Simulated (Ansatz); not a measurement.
# SnTe: how the settings move a single-point run

Aim: see which settings change the result for SnTe, by how much, and at what cost.

Program: Ansatz 0.2.0. Level of theory: reference: DFT, PBE, all-electron PAW with datasets made for the crystal, scalar-relativistic. These are calculated values, not measurements.

**1. Starting point**

It takes space group Fm-3m (No. 225, cubic). The conventional cell has a = 6.313 Å, b = 6.313 Å, c = 6.313 Å, α = 90.00°, β = 90.00°, γ = 90.00°. Around Sn (site symmetry m-3m) lie 6 Te at 3.16 Å. Te (site symmetry m-3m) has 6 Sn at 3.16 Å as nearest neighbours.

As a file:

```cif
data_structure
_symmetry_space_group_name_H-M 'Fm-3m'
_symmetry_Int_Tables_number 225
_cell_length_a 6.3130
_cell_length_b 6.3130
_cell_length_c 6.3130
_cell_angle_alpha 90.000
_cell_angle_beta 90.000
_cell_angle_gamma 90.000
_cell_volume 251.60
loop_
_atom_site_label
_atom_site_type_symbol
_atom_site_symmetry_multiplicity
_atom_site_Wyckoff_symbol
_atom_site_fract_x
_atom_site_fract_y
_atom_site_fract_z
_atom_site_occupancy
Sn1 Sn 4 a 0.00000 0.00000 0.00000 1
Te1 Te 4 b 0.50000 0.00000 0.00000 1
```

**2. Reference**

File input.yaml:

```yaml
crystal:
  lattice:
    - [0.0, 3.1565, 3.1565]
    - [3.1565, 0.0, 3.1565]
    - [3.1565, 3.1565, 0.0]
  atoms:
    - { symbol: Sn, position: [0.0, 0.0, 0.0] }
    - { symbol: Te, position: [0.5, 0.5, 0.5] }
kpoints:
  mp_grid: { grid: [11, 11, 11] }
  band_path:
    path:
      - [0.0, 0.0, 0.0]
      - [0.5, 0.0, 0.5]
      - [0.625, 0.25, 0.625]
      - [0.375, 0.375, 0.75]
      - [0.0, 0.0, 0.0]
      - [0.5, 0.5, 0.5]
      - [0.5, 0.25, 0.75]
      - [0.5, 0.0, 0.5]
    npoints: 8
scf:
  occupations: { method: fermi_dirac, width: 0.08 }
hamiltonian:
  xc: pbe
  pseudopotentials: { kind: all_electron, datasets: crystal }
output:
  forces: true
  stress: true
  eigenvalues: true
  efg: { contact_densities: true }
```

Command:

```sh
$ ansatz run input.yaml --threads 1 --pin off --max-ram 2048MiB --backend cpu --events-out ev --progress --plain --runs-dir out
```

**3. A further run, with the input changed**

Changes to input.yaml since step 2:

```diff
@@ -9,3 +9,3 @@
 kpoints:
-  mp_grid: { grid: [11, 11, 11] }
+  mp_grid: { grid: [11, 11, 11], shift: [0.5, 0.5, 0.5] }
   band_path:
@@ -23,2 +23,3 @@
   occupations: { method: fermi_dirac, width: 0.08 }
+  convergence: { dr2_threshold: 0.0001 }
 hamiltonian:
```

(Steps that only read results are left out.)

What does the calculation give? Wanted: for each run, ending; energy change; pressure; gap; force.

The runs gave:

```csv
run,ending,energy change,pressure (GPa),gap (eV),force (eV/Å),cycles,time
reference,converged,0,2.0,0.42,0.00,7,22 s
"1: mp_grid.shift [0.5, 0.5, 0.5], dr2_threshold 0.0001",converged,+0.1 meV/atom,2.0,0.08,0.00,5,28 s
```

Residual by cycle in the longest SCF loop of each run; runs are numbered as in the table. The quantity is the density residual dr2, in eV.

```csv
cycle,reference,run 1
1,0.249,0.249
2,0.0219,0.022
3,0.00449,0.00451
4,2.7e-5,9.2e-4
5,7.1e-6,9.2e-6
6,6.1e-7,-
7,2.9e-8,-
```

What this shows: Changing the k-point mesh and convergence setting moves the energy by +0.1 meV/atom, and the gap on the mesh goes from 0.42 to 0.08 eV. Sampling errors of the energy have no fixed sign. A gap read on a mesh depends on which points the mesh holds, and a coarse mesh shifts the density too. The gap of the reference lacks spin-orbit coupling, though the cell holds Te.
